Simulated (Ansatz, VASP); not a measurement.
This is a calculation of KI for Ansatz 0.2.0.

Contents of input.yaml:

```yaml
crystal:
  lattice:
    - [0.0, 3.532775, 3.4621195]
    - [3.532775, 0.0, 3.4621195]
    - [3.532775, 3.532775, 0.0]
  atoms:
    - { symbol: I, position: [0.5, 0.5, 0.5] }
    - { symbol: K, position: [0.0, 0.0, 0.0] }
hamiltonian:
  xc: pbe
  pseudopotentials: { kind: paw }
kpoints:
  mp_grid: { grid: [7, 7, 7] }
scf:
  occupations: { method: fermi_dirac, width: 0.05 }
output:
  forces: true
  stress: true
  eigenvalues: true
relax:
  f_tol: 0.01
  max_steps: 40
```

Potentials or basis: Ansatz PAW.

The run is started by

```sh
$ ansatz run input.yaml --threads 2 --pin off --max-ram 5632MiB --backend cpu --events-out ev --progress --plain --runs-dir out
```

Problem. Set up the same calculation for VASP 6.6.1. Potentials there: VASP PAW PBE potentials, release 64 (I, K_sv).

Solution. As run (the cutoff follows the program's own potentials):

Contents of INCAR:

```
SYSTEM = KI
PREC = Accurate ; ENCUT = 520
EDIFF = 1E-7 ; ISMEAR = -1
SIGMA = 0.05 ; LREAL = .FALSE.
LASPH = .TRUE. ; NELM = 60
ALGO = Normal ; ISIF = 2
LWAVE = .FALSE. ; LCHARG = .FALSE.
GGA = PE ; IBRION = 2
NSW = 40 ; EDIFFG = -0.02
```

Contents of KPOINTS:

```
Automatic mesh
0
G
  7 7 7
  0 0 0
```

File POSCAR:

```
KI
1.0
    0.0000000000      3.5327750000      3.4621195000
    3.5327750000      0.0000000000      3.4621195000
    3.5327750000      3.5327750000      0.0000000000
I K
1 1
Direct
    0.5000000000      0.5000000000      0.5000000000
    0.0000000000      0.0000000000      0.0000000000
```

Potentials or basis: VASP PAW PBE potentials, release 64 (I, K_sv).

Launch:

```sh
$ cat potpaw_PBE.64/I/POTCAR potpaw_PBE.64/K_sv/POTCAR > POTCAR
$ mpirun -np 1 vasp_std > vasp.out
```

Both were run:

|  | VASP | Ansatz | Ansatz less VASP |
| --- | --- | --- | --- |
| gap on the k mesh at the Fermi level, each at its own relaxed structure (eV) | 4.01 | 4.01 | +0.004 |

The two sets of potentials don't hold the same shells in valence.

Caveats: the relaxation stopped at its first step, so nothing moved; spin-orbit coupling is left out, which moves the levels of the heavy elements; an odd mesh through Γ misses points on the zone boundary, where band edges often lie (VASP); odd divisions of the mesh miss points on the zone boundary, where band edges often lie, so the gap on the mesh can be too wide (Ansatz).
